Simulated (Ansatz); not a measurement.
Molecular dynamics of H₄C₃O₄

Input file:

```yaml
accuracy: low
crystal:
  lattice:
    - [5.1539, 0.0, 0.0]
    - [-0.490856, 5.301324, 0.0]
    - [-1.601484, -2.688825, 7.545513]
  atoms:
    - { symbol: H, position: [0.5589, 0.7986, 0.8201] }
    - { symbol: H, position: [0.4411, 0.2014, 0.1799] }
    - { symbol: H, position: [0.4739, 0.9237, 0.671] }
    - { symbol: H, position: [0.5261, 0.0763, 0.329] }
    - { symbol: H, position: [0.769, 0.468, 0.01] }
    - { symbol: H, position: [0.231, 0.532, 0.99] }
    - { symbol: H, position: [0.873, 0.645, 0.425] }
    - { symbol: H, position: [0.127, 0.355, 0.575] }
    - { symbol: C, position: [0.7836, 0.7138, 0.63496] }
    - { symbol: C, position: [0.2164, 0.2862, 0.36504] }
    - { symbol: C, position: [0.8024, 0.1514, 0.86353] }
    - { symbol: C, position: [0.1976, 0.8486, 0.13647] }
    - { symbol: C, position: [0.6262, 0.8894, 0.74696] }
    - { symbol: C, position: [0.3738, 0.1106, 0.25304] }
    - { symbol: O, position: [0.04351, 0.19254, 0.87537] }
    - { symbol: O, position: [0.95649, 0.80746, 0.12463] }
    - { symbol: O, position: [0.66686, 0.32231, 0.94756] }
    - { symbol: O, position: [0.33314, 0.67769, 0.05244] }
    - { symbol: O, position: [0.9147, 0.56262, 0.68546] }
    - { symbol: O, position: [0.0853, 0.43738, 0.31454] }
    - { symbol: O, position: [0.7674, 0.7436, 0.48014] }
    - { symbol: O, position: [0.2326, 0.2564, 0.51986] }
basis:
  ecutwfc: 420.0
kpoints:
  mp_grid: { grid: [2, 2, 1] }
hamiltonian:
  xc: pbe
scf:
  occupations: { method: fermi_dirac, width: 0.05 }
  lower_state_search: "off"
md:
  timestep: 0.5
  n_steps: 200
  ensemble: nvt_nose_hoover
  temperature: 1400.0
  initial_velocities: maxwell_boltzmann
  seed: 176556
  nose_hoover: { tau: 10.0, chain_length: 1 }
```

Launched with:

```bash
$ ansatz run input.yaml --threads 1 --pin off --max-ram 3072MiB --backend cpu --events-out ev --progress --plain --runs-dir out
```

It starts from an unrelaxed structure (largest force component 7.61 eV/Å).

Output, in part (step lines):

```
md step     0: t =     0.00 fs  T =  1400.0 K  F+E_penalty+E_count = -6166.92904187 eV  E_kin = 3.800244 eV  conserved = -6163.12879790 eV  (9 SCF iters)
md step     1: t =     0.50 fs  T =  1544.6 K  F+E_penalty+E_count = -6167.34096967 eV  E_kin = 4.192667 eV  conserved = -6163.14803151 eV  (8 SCF iters)
md step     2: t =     1.00 fs  T =  1937.4 K  F+E_penalty+E_count = -6168.46550151 eV  E_kin = 5.258924 eV  conserved = -6163.20287413 eV  (9 SCF iters)
md step     3: t =     1.50 fs  T =  2294.5 K  F+E_penalty+E_count = -6169.48144007 eV  E_kin = 6.228375 eV  conserved = -6163.23413467 eV  (9 SCF iters)
md step     4: t =     2.00 fs  T =  2415.4 K  F+E_penalty+E_count = -6169.84134295 eV  E_kin = 6.556485 eV  conserved = -6163.22942130 eV  (9 SCF iters)
md step     5: t =     2.50 fs  T =  2282.9 K  F+E_penalty+E_count = -6169.51964803 eV  E_kin = 6.196714 eV  conserved = -6163.20895831 eV  (7 SCF iters)
md step     6: t =     3.00 fs  T =  1985.5 K  F+E_penalty+E_count = -6168.76344019 eV  E_kin = 5.389606 eV  conserved = -6163.18897107 eV  (6 SCF iters)
md step     7: t =     3.50 fs  T =  1627.1 K  F+E_penalty+E_count = -6167.84664743 eV  E_kin = 4.416681 eV  conserved = -6163.17496188 eV  (5 SCF iters)
[... lines left out ...]
md step   200: t =   100.00 fs  T =  1097.6 K  F+E_penalty+E_count = -6166.90719734 eV  E_kin = 2.979409 eV  conserved = -6163.17968145 eV  (9 SCF iters)
```

The steps, from the saved trajectory:

```json
{"time (fs)": "0.0", "T (K)": "1400", "potential energy less start (eV)": "0.000", "conserved less start (meV/atom)": "0.00"}
{"time (fs)": "3.0", "T (K)": "1986", "potential energy less start (eV)": "-1.834", "conserved less start (meV/atom)": "-2.74"}
{"time (fs)": "6.0", "T (K)": "709", "potential energy less start (eV)": "1.408", "conserved less start (meV/atom)": "-1.52"}
{"time (fs)": "9.0", "T (K)": "1582", "potential energy less start (eV)": "-1.051", "conserved less start (meV/atom)": "-3.28"}
{"time (fs)": "12.0", "T (K)": "1410", "potential energy less start (eV)": "-0.612", "conserved less start (meV/atom)": "-2.44"}
{"time (fs)": "15.0", "T (K)": "1463", "potential energy less start (eV)": "-0.852", "conserved less start (meV/atom)": "-2.38"}
{"time (fs)": "18.0", "T (K)": "911", "potential energy less start (eV)": "0.587", "conserved less start (meV/atom)": "-1.68"}
{"time (fs)": "21.0", "T (K)": "1406", "potential energy less start (eV)": "-0.725", "conserved less start (meV/atom)": "-2.90"}
{"time (fs)": "24.0", "T (K)": "1372", "potential energy less start (eV)": "-0.548", "conserved less start (meV/atom)": "-3.15"}
{"time (fs)": "27.0", "T (K)": "1098", "potential energy less start (eV)": "0.364", "conserved less start (meV/atom)": "-2.37"}
{"time (fs)": "30.0", "T (K)": "1167", "potential energy less start (eV)": "0.394", "conserved less start (meV/atom)": "-2.11"}
{"time (fs)": "33.0", "T (K)": "1397", "potential energy less start (eV)": "0.184", "conserved less start (meV/atom)": "-2.19"}
{"time (fs)": "36.0", "T (K)": "1941", "potential energy less start (eV)": "-0.894", "conserved less start (meV/atom)": "-2.80"}
{"time (fs)": "39.0", "T (K)": "1193", "potential energy less start (eV)": "1.432", "conserved less start (meV/atom)": "-1.30"}
{"time (fs)": "42.0", "T (K)": "1365", "potential energy less start (eV)": "1.152", "conserved less start (meV/atom)": "-2.01"}
{"time (fs)": "45.0", "T (K)": "930", "potential energy less start (eV)": "2.622", "conserved less start (meV/atom)": "-1.07"}
{"time (fs)": "48.0", "T (K)": "1814", "potential energy less start (eV)": "0.564", "conserved less start (meV/atom)": "-2.75"}
{"time (fs)": "51.0", "T (K)": "1407", "potential energy less start (eV)": "2.041", "conserved less start (meV/atom)": "-1.28"}
{"time (fs)": "54.0", "T (K)": "2056", "potential energy less start (eV)": "0.556", "conserved less start (meV/atom)": "-2.27"}
{"time (fs)": "57.0", "T (K)": "1372", "potential energy less start (eV)": "2.442", "conserved less start (meV/atom)": "-1.29"}
{"time (fs)": "60.0", "T (K)": "1816", "potential energy less start (eV)": "1.121", "conserved less start (meV/atom)": "-2.16"}
{"time (fs)": "63.0", "T (K)": "1132", "potential energy less start (eV)": "2.786", "conserved less start (meV/atom)": "-0.99"}
{"time (fs)": "66.0", "T (K)": "1969", "potential energy less start (eV)": "0.285", "conserved less start (meV/atom)": "-2.39"}
{"time (fs)": "69.0", "T (K)": "1348", "potential energy less start (eV)": "1.569", "conserved less start (meV/atom)": "-1.39"}
{"time (fs)": "72.0", "T (K)": "1633", "potential energy less start (eV)": "0.309", "conserved less start (meV/atom)": "-2.27"}
{"time (fs)": "75.0", "T (K)": "1145", "potential energy less start (eV)": "1.186", "conserved less start (meV/atom)": "-1.68"}
{"time (fs)": "78.0", "T (K)": "1716", "potential energy less start (eV)": "-0.800", "conserved less start (meV/atom)": "-2.93"}
{"time (fs)": "81.0", "T (K)": "1186", "potential energy less start (eV)": "0.185", "conserved less start (meV/atom)": "-2.01"}
{"time (fs)": "84.0", "T (K)": "1297", "potential energy less start (eV)": "-0.536", "conserved less start (meV/atom)": "-2.47"}
{"time (fs)": "87.0", "T (K)": "902", "potential energy less start (eV)": "0.299", "conserved less start (meV/atom)": "-1.92"}
{"time (fs)": "90.0", "T (K)": "1217", "potential energy less start (eV)": "-0.683", "conserved less start (meV/atom)": "-2.70"}
{"time (fs)": "93.0", "T (K)": "1128", "potential energy less start (eV)": "-0.453", "conserved less start (meV/atom)": "-2.56"}
{"time (fs)": "96.0", "T (K)": "1059", "potential energy less start (eV)": "-0.163", "conserved less start (meV/atom)": "-2.34"}
{"time (fs)": "99.0", "T (K)": "871", "potential energy less start (eV)": "0.533", "conserved less start (meV/atom)": "-1.94"}
```

The run went to its last step. The conserved energy stayed within 4.8 meV per atom of its start (net change -2.3 meV per atom), so there is no drift, though single steps change it by up to 55 meV in the whole system, a sign of fast motions only just resolved. A run of 0.1 ps of so small a system gives no equilibrium averages. Limits of this set-up: coarse k mesh, low accuracy level.

Mean squared displacements from the first frame to the last, about the centre of mass: H 0.50 Å², C 0.07 Å², O 0.12 Å².

Last frame:

```xyz
22
Lattice="5.1539 0.0000 0.0000 -0.4909 5.3013 0.0000 -1.6015 -2.6888 7.5455" Properties=species:S:1:pos:R:3
H 1.212 1.989 6.200
H 2.422 0.217 1.897
H 0.760 3.091 4.640
H 1.945 -1.008 3.051
H 3.861 3.171 0.510
H -0.882 -0.550 6.917
H 4.133 2.335 2.879
H -0.985 0.608 4.412
C 2.857 2.233 4.662
C 0.263 0.517 2.924
C 2.676 -1.466 6.425
C 0.379 3.983 1.181
C 1.721 2.674 5.484
C 1.443 -0.334 2.253
O -1.144 -1.571 6.713
O 4.245 4.042 0.879
O 1.764 -0.796 6.867
O 1.089 3.239 0.585
O 3.119 1.094 4.768
O -0.239 1.644 2.408
O 3.277 2.980 3.691
O 0.008 0.029 4.029
```

Time of the run: 7.1 min on 1 thread of Arm Neoverse V1, on a shared host, peak memory 0.44 GiB.
